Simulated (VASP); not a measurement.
# AlN: single point with LDA

Crystal: AlN.

```
Al N
1.0
     3.27368    0.00000    0.00000
    -1.63684    2.83509    0.00000
     0.00000    0.00000    4.10814
Al N
2 2
Direct
  0.33333 0.66667 0.75000
  0.66667 0.33333 0.25000
  0.33333 0.66667 0.25000
  0.66667 0.33333 0.75000
```

Measurements of this composition are mostly on another form, of space group No. 186.

```yaml
Program: VASP 6.6.1
Task: single point
Functional: LDA
Potentials_or_basis: VASP PAW LDA potentials, release 64 (Al, N)
Cutoff: 520 eV
k_mesh: 9 × 9 × 6
Occupations: gaussian, width 0.1 eV
Spin: no spin polarisation
```

```yaml
Pressure: 0.5 GPa
Band_gap_on_the_k_mesh: 3.62 eV, direct
```

Stress tensor (GPa, compression positive):
```
0.81 0.00 0.00
0.00 0.81 0.00
0.00 0.00 0.03
```

Levels at points of the mesh, in eV from the valence-band top:
```csv
k point,band 4,band 5,band 6,band 7,band 8,band 9,band 10,band 11,band 12,band 13
"(0.00, 0.00, 0.00)",-3.39,-3.39,-1.65,-1.65,0.00,3.62,4.59,8.26,8.26,11.41
"(0.00, 0.00, 0.50)",-3.73,-2.56,-2.56,-2.56,-2.56,5.86,5.86,8.42,8.42,8.42
```

It took 8.3 s on 1 thread of Intel(R) Xeon(R) 6975P-C (Granite Rapids) (shared host), peak memory 0.14 GiB.

Caveat: an odd mesh through Γ misses points on the zone boundary, where band edges often lie.
